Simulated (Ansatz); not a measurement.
CdS in the wurtzite structure, relaxed with r2SCAN in Ansatz 0.2.0: the symmetry is P6_3mc (No. 186, hexagonal); conventional cell a = 4.165 Å, c = 6.766 Å, 25.41 Å³ an atom. Around Cd lie 4 S at 2.54–2.55 Å; around S lie 4 Cd at 2.54–2.55 Å. It was then strained (uniaxial along z, other directions held), atoms relaxed again within the symmetry left. Unstrained, HSE06 gives 2.190 eV (Γ, 6×6×4 mesh), and the band edges keep their places in every row. Stress is positive in compression. No spin polarisation and no zero-point or thermal motion.

Axes as in this cell:
```
CELL_PARAMETERS angstrom
4.16460 0.00000 0.00000
-2.08230 3.60665 0.00000
0.00000 0.00000 6.76601
ATOMIC_POSITIONS crystal
Cd 0.33333 0.66667 0.99904
Cd 0.66667 0.33333 0.49904
S 0.33333 0.66667 0.37596
S 0.66667 0.33333 0.87596
```

```
strain (%)        ε  ΔE_g, HSE06 (eV)  Δσ_zz, r2SCAN (GPa)
      -4.0  -0.0400            +0.104                +3.71
      -2.0  -0.0200            +0.067                +1.88
      -1.0  -0.0100            +0.044                +0.93
      +0.5  +0.0050            -0.023                -0.47
      +1.0  +0.0100            -0.046                -0.92
      +4.0  +0.0400            -0.192                -3.60
```

Question: Fit ΔE_g = a x + b x² to these rows by least squares, with x = ε.

Answer: The normal equations take Σx² = 3.825e-03, Σx³ = -7.875e-06, Σx⁴ = 5.301e-06, ΣxΔE = -1.419e-02 and Σx²ΔE = -1.148e-04, and give a = -3.77 eV, b = -27.2 eV; the largest residual is 0.009 eV.

Question: Fit the change of σ_zz in the same way.

Answer: Δσ_zz = -91.6 x + (37) x² GPa. The slope, 92 GPa, is C₃₃ in these axes.

Question: Predict the withheld row at +2.0 % (x = +0.0200).

Answer: ΔE_g ≈ -3.77 × (+0.0200) + (-27.2) × (+0.0200)² = -0.086 eV, and Δσ_zz ≈ -1.82 GPa. The runs give -0.093 eV and -1.83 GPa, off by -0.007 eV and -0.01 GPa.

Spin-orbit coupling is left out.
